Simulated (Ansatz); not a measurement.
Crystal: Ge.

```xyz
2
Lattice="0.0000 2.8289 2.8289 2.8289 0.0000 2.8289 2.8289 2.8289 0.0000" Properties=species:S:1:pos:R:3 pbc="T T T"
Ge    4.2434    4.2434    4.2434
Ge    2.8289    2.8289    2.8289
```

| Quantity | Value |
| --- | --- |
| Program | Ansatz 0.2.0 |
| Task | relaxation of cell and atoms |
| Functional | RPBE |
| Potentials or basis | Ansatz PAW |
| Cutoff | 420 eV (not typed: the program's choice for these potentials) |
| k mesh | 8 × 8 × 8 |
| Occupations | fermi-dirac, width 0.05 eV |
| Spin | no spin polarisation |

At the start: volume 22.64 Å³/atom.

How do energy, volume and symmetry change on relaxing?

It ends after 5 steps and the volume is 24.59 Å³/atom (+8.6 %); space group Fd-3m (No. 227, to 0.05 Å).

Step by step:
```csv
step,energy change (eV),largest force (eV/Å),volume (Å³)
1,0.0000,0.0000,45.28
2,-0.0581,0.0000,48.25
3,-0.0611,0.0000,49.06
4,-0.0611,0.0000,49.18
5,-0.0619,0.0000,49.18
```

Final structure:
```yaml
crystal:
  lattice:
    - [0.00000, 2.90795, 2.90795]
    - [2.90795, 0.00000, 2.90795]
    - [2.90795, 2.90795, 0.00000]
  atoms:
    - { symbol: Ge, position: [0.75000, 0.75000, 0.75000] }
    - { symbol: Ge, position: [0.50000, 0.50000, 0.50000] }
```

The cell as given is a measured one (22.64 Å³/atom); RPBE puts the equilibrium volume +8.6 % from it, thermal expansion not counted.

Caveat: the plane-wave basis is chosen anew once the cell has moved, so the energies of steps on either side of that aren't comparable; the PAW data sets come from PBE, with cores solved anew for the run's functional, which leaves a small shift of forces and pressure.
